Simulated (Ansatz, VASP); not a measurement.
# InAs: VASP beside Ansatz

File INCAR:

```
  AGGAC = 1.0
  AGGAX = 1.0
  ALDAC = 0.0
  ALDAX = 1.0
  ALGO = Fast
  EDIFF = 1E-7
  EDIFFG = -0.005
  ENCUT = 600
  GGA = B5
  IBRION = 2
  ISIF = 3
  ISMEAR = -1
  IVDW = 12
  LASPH = T
  LCHARG = F
  LREAL = F
  LWAVE = F
  NELM = 60
  NSW = 40
  PREC = Accurate
  SIGMA = 0.05
  VDW_A1 = 0.4298
  VDW_A2 = 4.2359
  VDW_S6 = 1.0
  VDW_S8 = 2.6996
```

Contents of KPOINTS:

```
k-points
0
Gamma
  8 8 8
```

POSCAR

```
InAs
1.0
    0.0000000000      3.0180000000      3.0180000000
    3.0180000000      0.0000000000      3.0180000000
    3.0180000000      3.0180000000      0.0000000000
In As
1 1
Direct
    0.0000000000      0.0000000000      0.0000000000
    0.7500000000      0.7500000000      0.7500000000
```

File input.yaml:

```yaml
crystal:
  lattice:
    - [0.0, 3.018, 3.018]
    - [3.018, 0.0, 3.018]
    - [3.018, 3.018, 0.0]
  atoms:
    - { symbol: In, position: [0.0, 0.0, 0.0] }
    - { symbol: As, position: [0.75, 0.75, 0.75] }
hamiltonian:
  xc: blyp
  pseudopotentials: { kind: paw }
  dispersion: d3bj
kpoints:
  mp_grid: { grid: [8, 8, 8] }
scf:
  occupations: { method: fermi_dirac, width: 0.05 }
output:
  forces: true
  stress: true
  write_density: true
  write_potential: true
  elf: true
  volumetric_format: npy
relax:
  f_tol: 0.01
  max_steps: 40
  cell: { stress_tol: 0.05 }
```

Alike in both runs: task relaxation of cell and atoms; functional BLYP; dispersion D3(BJ); k mesh 8 × 8 × 8; occupations fermi-dirac, width 0.05 eV; no spin polarisation.

```csv
,VASP,Ansatz
version,VASP 6.6.1,Ansatz 0.2.0
potentials or method,"VASP PAW PBE potentials, release 64 (In_d, As)",Ansatz PAW
plane-wave cutoff (eV),600,420
valence electrons in the cell,18,28
```

VASP gave:

- gap on the k mesh at the Fermi level, each at its own relaxed structure (eV): none
- relaxed volume (Å³/atom): 28.76
- relaxed cell length with the largest relative difference (Å): 4.333
- energy change over the relaxation (meV/atom): -10

Question: What did Ansatz give for the same quantities?

Answer: gap on the k mesh at the Fermi level, each at its own relaxed structure (eV): none; relaxed volume (Å³/atom): 28.70; relaxed cell length with the largest relative difference (Å): 4.330; energy change over the relaxation (meV/atom): -9.

A gap of «none» marks a metal or a gap that the smearing closes. The two sets of potentials don't hold the same shells in valence.

Caveats: pairwise dispersion overbinds metals, which lowers pressure and volume; this crystal is a semiconductor, whose small gap the functional closes, so the metal is an error of the method; the PAW data sets were made with another functional, which shifts forces and pressure a little (VASP); the plane-wave basis is chosen anew once the cell has moved, so the energies of steps on either side of that aren't comparable (Ansatz); the PAW data sets come from PBE, with cores solved anew for the run's functional, which leaves a small shift of forces and pressure (Ansatz). Zero-point motion and thermal expansion aren't in these numbers.
